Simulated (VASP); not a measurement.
# GaSb: convergence with the k-mesh and precision settings, part 2 of 3

A convergence test on GaSb: the k-mesh and precision settings. The atoms are off their equilibrium sites, so that forces can be compared too. The series runs use LDA. The atoms of the start are displaced at random from the sites of a F-43m cell.

VASP 6.6.1; LDA; plane waves and PAW (Ga_d, Sb).

Still holding for the runs below: Spin-orbit coupling is off here; with elements this heavy it splits and shifts levels by tenths of an eV or more.

So far. Step 7 (K-mesh: 9 9 9): Against the run before the energy moves by -1.83 meV an atom and the pressure by -0.01 GPa, after 12 cycles in 42 s.

The database entry behind the starting cell differs from later determinations by our own check (about 0.4 % long), so it need not match the best structure at ambient conditions.

### 8. K-mesh: 12 12 12

The input, INCAR:

```
SYSTEM = GaSb
PREC = Accurate
ENCUT = 400
EDIFF = 1E-06
NELM = 100
ISMEAR = -1
SIGMA = 0.05
LREAL = .FALSE.
ALGO = Normal
GGA = CA
NBANDS = 15
LORBIT = 11
LWAVE = .FALSE.
LCHARG = .FALSE.
KPAR = 2
ISIF = 2
```

The input, POSCAR:

```
GaSb
1.0
    0.0000000000      3.0590000000      3.0590000000
    3.0590000000      0.0000000000      3.0590000000
    3.0590000000      3.0590000000      0.0000000000
Ga Sb
1 1
Direct
   -0.0005010000     -0.0083140000      0.0024200000
    0.2471310000      0.2599860000      0.2512180000
```

The input, KPOINTS:

```
Automatic mesh
0
Gamma
12 12 12
0 0 0
```

Potentials, in the order of the species: Ga_d and Sb (PBE family, release 64).

Launch:

```console
$ mpirun -np 2 vasp_std
```

Output:

```text
[... set-up lines as in an earlier step ...]
 entering main loop
       N       E                     dE             d eps       ncg     rms          rms(c)
DAV:   1     0.726210018592E+02    0.72621E+02   -0.76560E+03 26384   0.127E+03
DAV:   2    -0.324251671233E+01   -0.75864E+02   -0.73316E+02 30114   0.268E+02
DAV:   3    -0.872788660069E+01   -0.54854E+01   -0.54664E+01 31563   0.633E+01
DAV:   4    -0.882260983005E+01   -0.94723E-01   -0.94708E-01 31795   0.945E+00
[...]
DAV:  10    -0.868369317789E+01    0.70508E-05   -0.22023E-05 34558   0.487E-02    0.886E-03
DAV:  11    -0.868369584437E+01   -0.26665E-05   -0.38305E-06 29239   0.175E-02    0.482E-03
DAV:  12    -0.868369582856E+01    0.15809E-07   -0.20113E-07 19614   0.477E-03
   1 F= -.86836958E+01 E0= -.86834862E+01  d E =-.419302E-03
```

The job ended after 98 s (2 MPI ranks of AMD EPYC 9R45, shared host; peak memory 1.1 GiB; 3.2 min of CPU time).

From OUTCAR (step 8):

```text
  Total       -0.5495104     -0.5289390     -0.5466031     -0.3338402     -0.3566648      0.1152713
  in kB      -15.3786441    -14.8029329    -15.2972820     -9.3428796     -9.9816514      3.2259935
  external PRESSURE =     -15.1596197 kB  Pullay stress =       0.0000000 kB

 POSITION                                       TOTAL-FORCE (eV/Angst)
 -----------------------------------------------------------------------------------
      3.04097      3.06487      6.09103         0.415507     -0.138705      0.389441
      1.56377      1.52445      1.55127        -0.415507      0.138705     -0.389441
 -----------------------------------------------------------------------------------
    total drift:                               -0.000151      0.000240      0.000688

  FREE ENERGIE OF THE ION-ELECTRON SYSTEM (eV)
  ---------------------------------------------------
  free  energy   TOTEN  =        -8.6836958286 eV

  energy  without entropy=       -8.6832765264  energy(sigma->0) =       -8.68348618

[... 1 part as in an earlier step ...]

[... 2 further parts left out ...]
[key lines of the parts left out:]
E-fermi :   4.7198
```

Against the run before the energy moves by -1.69 meV an atom and the pressure by -0.01 GPa, after 12 cycles in 98 s.

### 9. The k-mesh series as a table

This step: convergence of LDA results with the mesh; plane waves and PAW (VASP 6.6.1).

No new run; the numbers come from the runs before.

Differences are taken from the run with 12 12 12. Results of the series, by row:

```tsv
setting	status	energy less the reference (meV/atom)	pressure (GPa)	largest force difference (meV/Å)	gap (eV)	SCF cycles	wall time (s)
2 2 2	converged	1206	8.142	428.4	0.0875	12	1.6
3 3 3	converged	307.6	0.7573	92.17	0.1324	12	2.6
4 4 4	converged	100.7	-0.7607	46.18	0.1293	12	5.2
6 6 6	converged	16.18	-1.412	10.22	0.1411	12	13.8
8 8 8	converged	3.524	-1.499	2.612	0.144	12	30
9 9 9	converged	1.695	-1.508	1.453	0.1584	12	42
12 12 12	converged	0	-1.516	0	0.1385	12	98
```

### 10. Precision settings: PREC = Low

This step: LDA; plane waves and PAW (Ga_d, Sb) (VASP 6.6.1).

PREC sets the FFT grids, and LREAL, ADDGRID and LASPH trade speed for accuracy.

Changes to INCAR since step 8:

```diff
@@ -1,3 +1,3 @@
 SYSTEM = GaSb
-PREC = Accurate
+PREC = Low
 ENCUT = 400
```

POSCAR is that of step 8.

The input, KPOINTS:

```
Automatic mesh
0
Gamma
6 6 6
0 0 0
```

Launch:

```console
$ mpirun -np 2 vasp_std
```

Output:

```text
[... set-up lines as in an earlier step ...]
 entering main loop
       N       E                     dE             d eps       ncg     rms          rms(c)
DAV:   1     0.724272339423E+02    0.72427E+02   -0.77065E+03  3376   0.128E+03
DAV:   2    -0.325801818312E+01   -0.75685E+02   -0.73160E+02  3864   0.268E+02
DAV:   3    -0.870184401903E+01   -0.54438E+01   -0.54278E+01  4074   0.635E+01
DAV:   4    -0.879462142899E+01   -0.92777E-01   -0.92764E-01  4106   0.943E+00
DAV:   5    -0.879706912407E+01   -0.24477E-02   -0.24476E-02  4467   0.131E+00    0.307E+00
DAV:   6    -0.869046751311E+01    0.10660E+00   -0.11549E-01  4382   0.593E+00    0.175E+00
DAV:   7    -0.865244020554E+01    0.38027E-01   -0.59202E-02  4158   0.211E+00    0.367E-01
DAV:   8    -0.865165389333E+01    0.78631E-03   -0.59165E-03  4231   0.924E-01    0.113E-01
DAV:   9    -0.865176606526E+01   -0.11217E-03   -0.37687E-04  4046   0.180E-01    0.353E-02
DAV:  10    -0.865175833952E+01    0.77257E-05   -0.22901E-05  4513   0.484E-02    0.898E-03
DAV:  11    -0.865176125877E+01   -0.29193E-05   -0.40845E-06  3871   0.186E-02    0.496E-03
DAV:  12    -0.865176124127E+01    0.17501E-07   -0.22670E-07  2807   0.520E-03
   1 F= -.86517612E+01 E0= -.86513540E+01  d E =-.814568E-03
```

Run time: 9 s. Hardware: 2 MPI ranks; peak memory 0.27 GiB.

Parts of OUTCAR (step 10):

```text
   NELECT =      18.0000    total number of electrons

 E-fermi :   4.6701

 k-point     1 :       0.0000    0.0000    0.0000
  band No.  band energies     occupation
    ...
      5     -10.4233      2.00000
      6      -6.9453      2.00000
      7       4.3421      1.99717
      8       4.4716      1.96292
      9       4.6204      1.45953
     10       4.7766      0.21235
     11       7.1832      0.00000
     12       7.2944      0.00000
     13       7.5170      0.00000
     14      10.1743      0.00000
    ...

  Total       -0.5300572     -0.5186625     -0.5243828     -0.3353146     -0.3586859      0.1204214
  in kB      -14.8342250    -14.5153324    -14.6754211     -9.3841438    -10.0382156      3.3701225
  external PRESSURE =     -14.6749929 kB  Pullay stress =       0.0000000 kB

 POSITION                                       TOTAL-FORCE (eV/Angst)
 -----------------------------------------------------------------------------------
      3.04097      3.06487      6.09103         0.405087     -0.143596      0.377626
      1.56377      1.52445      1.55127        -0.405087      0.143596     -0.377626
 -----------------------------------------------------------------------------------
    total drift:                               -0.000421     -0.001085     -0.003122

  FREE ENERGIE OF THE ION-ELECTRON SYSTEM (eV)
  ---------------------------------------------------
  free  energy   TOTEN  =        -8.6517612413 eV

  energy  without entropy=       -8.6509466730  energy(sigma->0) =       -8.65135396

[... 6 parts as in an earlier step ...]

[... 11 further parts left out ...]
```

Numbers from this step:

| Item | Value |
| --- | --- |
| irreducible k-points | 112 |
| free energy (TOTEN) | -8.652 eV |
| energy at zero smearing | -8.651 eV |
| Fermi energy | 4.670 eV |
| pressure | -1.467 GPa |
| valence top at k | 0, 0, 0 |
| gap on the k-mesh | 0.1412 eV |
| least direct gap on the k-mesh | 0.1562 eV |

The series starts at -4.3257 eV an atom and -1.47 GPa, after 12 cycles in 9 s.

### 11. Precision settings: PREC = Medium

Changes to INCAR since step 10:

```diff
@@ -1,3 +1,3 @@
 SYSTEM = GaSb
-PREC = Low
+PREC = Medium
 ENCUT = 400
```

POSCAR is that of step 10.

KPOINTS is that of step 10.

Launch:

```console
$ mpirun -np 2 vasp_std
```

Output:

```text
[... set-up lines as in an earlier step ...]
 entering main loop
       N       E                     dE             d eps       ncg     rms          rms(c)
DAV:   1     0.724271242859E+02    0.72427E+02   -0.77065E+03  3376   0.128E+03
DAV:   2    -0.325810590998E+01   -0.75685E+02   -0.73160E+02  3864   0.268E+02
DAV:   3    -0.870194199375E+01   -0.54438E+01   -0.54278E+01  4074   0.635E+01
DAV:   4    -0.879471951773E+01   -0.92778E-01   -0.92764E-01  4106   0.943E+00
[...]
DAV:  10    -0.865170044440E+01    0.77273E-05   -0.22900E-05  4513   0.484E-02    0.898E-03
DAV:  11    -0.865170336379E+01   -0.29194E-05   -0.40838E-06  3871   0.186E-02    0.496E-03
DAV:  12    -0.865170334571E+01    0.18077E-07   -0.22666E-07  2807   0.520E-03
   1 F= -.86517033E+01 E0= -.86512960E+01  d E =-.814652E-03
```

Run time: 9 s. Hardware: 2 MPI ranks; peak memory 0.28 GiB; 17 s of CPU time.

From OUTCAR (step 11):

```text
  Total       -0.5091097     -0.4951154     -0.5069982     -0.3356385     -0.3583161      0.1138253
  in kB      -14.2479875    -13.8563426    -14.1888960     -9.3932085    -10.0278637      3.1855254
  external PRESSURE =     -14.0977421 kB  Pullay stress =       0.0000000 kB

 POSITION                                       TOTAL-FORCE (eV/Angst)
 -----------------------------------------------------------------------------------
      3.04097      3.06487      6.09103         0.406482     -0.143368      0.383327
      1.56377      1.52445      1.55127        -0.406482      0.143368     -0.383327
 -----------------------------------------------------------------------------------
    total drift:                                0.002023      0.000092      0.007394

  FREE ENERGIE OF THE ION-ELECTRON SYSTEM (eV)
  ---------------------------------------------------
  free  energy   TOTEN  =        -8.6517033457 eV

  energy  without entropy=       -8.6508886932  energy(sigma->0) =       -8.65129602

[... 2 parts as in an earlier step ...]

[... 1 further part left out ...]
[key lines of the parts left out:]
E-fermi :   4.6701
```

Against the first of the series the energy moves by +0.03 meV an atom and the pressure by +0.06 GPa, after 12 cycles in 9 s.

### 12. Precision settings: PREC = Normal

Changes to INCAR since step 11:

```diff
@@ -1,3 +1,3 @@
 SYSTEM = GaSb
-PREC = Medium
+PREC = Normal
 ENCUT = 400
```

POSCAR is that of step 11.

KPOINTS is that of step 11.

Launch:

```console
$ mpirun -np 2 vasp_std
```

Output:

```text
[... set-up lines as in an earlier step ...]
 entering main loop
       N       E                     dE             d eps       ncg     rms          rms(c)
DAV:   1     0.724272105021E+02    0.72427E+02   -0.77065E+03  3376   0.128E+03
DAV:   2    -0.325800149498E+01   -0.75685E+02   -0.73160E+02  3864   0.268E+02
DAV:   3    -0.870183193267E+01   -0.54438E+01   -0.54278E+01  4074   0.635E+01
DAV:   4    -0.879460928662E+01   -0.92777E-01   -0.92764E-01  4106   0.943E+00
[...]
DAV:  10    -0.865157395977E+01    0.77282E-05   -0.22902E-05  4513   0.484E-02    0.898E-03
DAV:  11    -0.865157687902E+01   -0.29192E-05   -0.40840E-06  3871   0.186E-02    0.496E-03
DAV:  12    -0.865157686146E+01    0.17556E-07   -0.22664E-07  2807   0.520E-03
   1 F= -.86515769E+01 E0= -.86511695E+01  d E =-.814633E-03
```

Wall time 9 s (2 MPI ranks); peak memory 0.3 GiB; 17 s of CPU time.

From OUTCAR (step 12):

```text
  Total       -0.5101687     -0.4961613     -0.5077994     -0.3351735     -0.3583166      0.1157707
  in kB      -14.2776237    -13.8856120    -14.2113161     -9.3801946    -10.0278793      3.2399680
  external PRESSURE =     -14.1248506 kB  Pullay stress =       0.0000000 kB

 POSITION                                       TOTAL-FORCE (eV/Angst)
 -----------------------------------------------------------------------------------
      3.04097      3.06487      6.09103         0.405553     -0.143538      0.379595
      1.56377      1.52445      1.55127        -0.405553      0.143538     -0.379595
 -----------------------------------------------------------------------------------
    total drift:                                0.000334     -0.000461     -0.000048

  FREE ENERGIE OF THE ION-ELECTRON SYSTEM (eV)
  ---------------------------------------------------
  free  energy   TOTEN  =        -8.6515768615 eV

  energy  without entropy=       -8.6507622288  energy(sigma->0) =       -8.65116955

[... 2 parts as in an earlier step ...]

[... 1 further part left out ...]
[key lines of the parts left out:]
E-fermi :   4.6701
```

Against the first of the series the energy moves by +0.09 meV an atom and the pressure by +0.06 GPa, after 12 cycles in 9 s.

### 13. Precision settings: PREC = Single

Changes to INCAR since step 12:

```diff
@@ -1,3 +1,3 @@
 SYSTEM = GaSb
-PREC = Normal
+PREC = Single
 ENCUT = 400
```

POSCAR is that of step 12.

KPOINTS is that of step 12.

Launch:

```console
$ mpirun -np 2 vasp_std
```

Output:

```text
[... set-up lines as in an earlier step ...]
 entering main loop
       N       E                     dE             d eps       ncg     rms          rms(c)
DAV:   1     0.724269721030E+02    0.72427E+02   -0.77065E+03  3376   0.128E+03
DAV:   2    -0.325831920531E+01   -0.75685E+02   -0.73160E+02  3864   0.268E+02
DAV:   3    -0.870216036639E+01   -0.54438E+01   -0.54278E+01  4074   0.635E+01
DAV:   4    -0.879493689122E+01   -0.92777E-01   -0.92763E-01  4106   0.943E+00
[...]
DAV:  10    -0.865194636722E+01    0.77262E-05   -0.22899E-05  4513   0.484E-02    0.899E-03
DAV:  11    -0.865194928526E+01   -0.29180E-05   -0.40839E-06  3871   0.186E-02    0.496E-03
DAV:  12    -0.865194926794E+01    0.17319E-07   -0.22670E-07  2807   0.520E-03
   1 F= -.86519493E+01 E0= -.86515419E+01  d E =-.814683E-03
```

Wall time 13 s (2 MPI ranks); peak memory 0.28 GiB.

OUTCAR, selected parts (step 13):

```text
  Total       -0.5152888     -0.4980504     -0.5165118     -0.3361016     -0.3588846      0.1172990
  in kB      -14.4209171    -13.9384803    -14.4551420     -9.4061681    -10.0437761      3.2827395
  external PRESSURE =     -14.2715131 kB  Pullay stress =       0.0000000 kB

 POSITION                                       TOTAL-FORCE (eV/Angst)
 -----------------------------------------------------------------------------------
      3.04097      3.06487      6.09103         0.409821     -0.145001      0.387792
      1.56377      1.52445      1.55127        -0.409821      0.145001     -0.387792
 -----------------------------------------------------------------------------------
    total drift:                                0.010121     -0.003098      0.016377

  FREE ENERGIE OF THE ION-ELECTRON SYSTEM (eV)
  ---------------------------------------------------
  free  energy   TOTEN  =        -8.6519492679 eV

  energy  without entropy=       -8.6511345853  energy(sigma->0) =       -8.65154193

[... 2 parts as in an earlier step ...]

[... 1 further part left out ...]
[key lines of the parts left out:]
E-fermi :   4.6701
```

Against the first of the series the energy moves by -0.09 meV an atom and the pressure by +0.04 GPa, after 12 cycles in 13 s.

### 14. Precision settings: PREC = Accurate

Changes to INCAR since step 13:

```diff
@@ -1,3 +1,3 @@
 SYSTEM = GaSb
-PREC = Single
+PREC = Accurate
 ENCUT = 400
```

POSCAR is that of step 13.

KPOINTS is that of step 13.

Launch:

```console
$ mpirun -np 2 vasp_std
```

Output:

```text
[... set-up lines as in an earlier step ...]
 entering main loop
       N       E                     dE             d eps       ncg     rms          rms(c)
[... 12 cycles as in an earlier step ...]
   1 F= -.86515246E+01 E0= -.86511173E+01  d E =-.814638E-03
```

It took 14 s on 2 MPI ranks; peak memory 0.32 GiB; 26 s of CPU time.

From OUTCAR (step 14):

```text
[... 6 parts as in an earlier step ...]

[... 1 further part left out ...]
[key lines of the parts left out:]
E-fermi :   4.6701
```

Against the first of the series the energy moves by +0.12 meV an atom and the pressure by +0.06 GPa, after 12 cycles in 14 s.

### 15. Precision settings: LREAL = Auto

Changes to INCAR since step 14:

```diff
@@ -7,3 +7,3 @@
 SIGMA = 0.05
-LREAL = .FALSE.
+LREAL = Auto
 ALGO = Normal
```

POSCAR is that of step 14.

KPOINTS is that of step 14.

Launch:

```console
$ mpirun -np 2 vasp_std
```

Output:

```text
[banner, memory and clock lines left out]
running    2 mpi-ranks, on    1 nodes
[...]
|                                                                             |
|               ----> ADVICE to this user running VASP <----                  |
|                                                                             |
|     You have a (more or less) 'small supercell' and for smaller cells       |
|     it is recommended to use the reciprocal-space projection scheme!        |
|     The real-space optimization is not efficient for small cells and it     |
|     is also less accurate ...                                               |
|     Therefore, set LREAL=.FALSE. in the INCAR file.                         |
|                                                                             |

 [... a notice as in an earlier step ...]

 LDA part: xc-table for (Slater(with rela. corr.)+CA(PZ))
 , standard interpolation
 POSCAR, INCAR and KPOINTS ok, starting setup
[...]
entering main loop
       N       E                     dE             d eps       ncg     rms          rms(c)
DAV:   1     0.724268245506E+02    0.72427E+02   -0.77065E+03  3376   0.128E+03
DAV:   2    -0.325882669568E+01   -0.75686E+02   -0.73161E+02  3864   0.268E+02
DAV:   3    -0.870265816679E+01   -0.54438E+01   -0.54278E+01  4074   0.635E+01
DAV:   4    -0.879543487843E+01   -0.92777E-01   -0.92763E-01  4106   0.943E+00
[...]
DAV:  10    -0.865240560949E+01    0.77449E-05   -0.22901E-05  4513   0.484E-02    0.899E-03
DAV:  11    -0.865240852986E+01   -0.29204E-05   -0.40857E-06  3871   0.186E-02    0.497E-03
DAV:  12    -0.865240851218E+01    0.17672E-07   -0.22660E-07  2807   0.520E-03
   1 F= -.86524085E+01 E0= -.86520012E+01  d E =-.814661E-03
```

It took 21 s on 2 MPI ranks; peak memory 0.28 GiB; 41 s of CPU time.

Parts of OUTCAR (step 15):

```text
  Total       -0.5076848     -0.4937206     -0.5048078     -0.3349255     -0.3551444      0.1142269
  in kB      -14.2081110    -13.8173062    -14.1275947     -9.3732548     -9.9391012      3.1967646
  external PRESSURE =     -14.0510040 kB  Pullay stress =       0.0000000 kB

 POSITION                                       TOTAL-FORCE (eV/Angst)
 -----------------------------------------------------------------------------------
      3.04097      3.06487      6.09103         0.401162     -0.142955      0.378653
      1.56377      1.52445      1.55127        -0.401162      0.142955     -0.378653
 -----------------------------------------------------------------------------------
    total drift:                                0.008521     -0.000226      0.003596

  FREE ENERGIE OF THE ION-ELECTRON SYSTEM (eV)
  ---------------------------------------------------
  free  energy   TOTEN  =        -8.6524085122 eV

  energy  without entropy=       -8.6515938517  energy(sigma->0) =       -8.65200118

[... 2 parts as in an earlier step ...]

[... 1 further part left out ...]
[key lines of the parts left out:]
E-fermi :   4.6701
```

Against PREC = Accurate, on which this run builds, the energy moves by -0.44 meV an atom and the pressure by +0.01 GPa, after 12 cycles in 21 s.

### 16. Precision settings: ADDGRID on

Changes to INCAR since step 15:

```diff
@@ -7,3 +7,3 @@
 SIGMA = 0.05
-LREAL = Auto
+LREAL = .FALSE.
 ALGO = Normal
@@ -16 +16,2 @@
 ISIF = 2
+ADDGRID = .TRUE.
```

POSCAR is that of step 15.

KPOINTS is that of step 15.

Launch:

```console
$ mpirun -np 2 vasp_std
```

Output:

```text
[... set-up lines as in an earlier step ...]
 entering main loop
       N       E                     dE             d eps       ncg     rms          rms(c)
DAV:   1     0.724273133506E+02    0.72427E+02   -0.77065E+03  3376   0.128E+03
DAV:   2    -0.325794491940E+01   -0.75685E+02   -0.73160E+02  3864   0.268E+02
DAV:   3    -0.870177848733E+01   -0.54438E+01   -0.54278E+01  4074   0.635E+01
DAV:   4    -0.879455482226E+01   -0.92776E-01   -0.92763E-01  4106   0.943E+00
[...]
DAV:  10    -0.865151822538E+01    0.77286E-05   -0.22901E-05  4513   0.484E-02    0.900E-03
DAV:  11    -0.865152114481E+01   -0.29194E-05   -0.40840E-06  3871   0.186E-02    0.499E-03
DAV:  12    -0.865152112684E+01    0.17966E-07   -0.22664E-07  2807   0.520E-03
   1 F= -.86515211E+01 E0= -.86511138E+01  d E =-.814637E-03
```

Wall time 15 s (2 MPI ranks); peak memory 0.46 GiB.

(Continued in part 3 of 3.)

[Lines on the potential files, build, host, timing and source positions are cut from VASP's logs without a mark.]

[Logs are printed without paths, hosts, clocks, repeated set-up lines and the standing remarks that a program may print on its own settings, such as how far it seeks lower states.]

[Hosts, paths, dates, database ids (printed as entryN), source tags and the programs' standing remarks are cut or masked in the printed files.]

[A measured line is paired with the nearest computed mode of its activity, which favours agreement.]

[In band tables of VASP the shares of atoms and orbitals are scaled to a sum of 1 inside the atoms' spheres.]
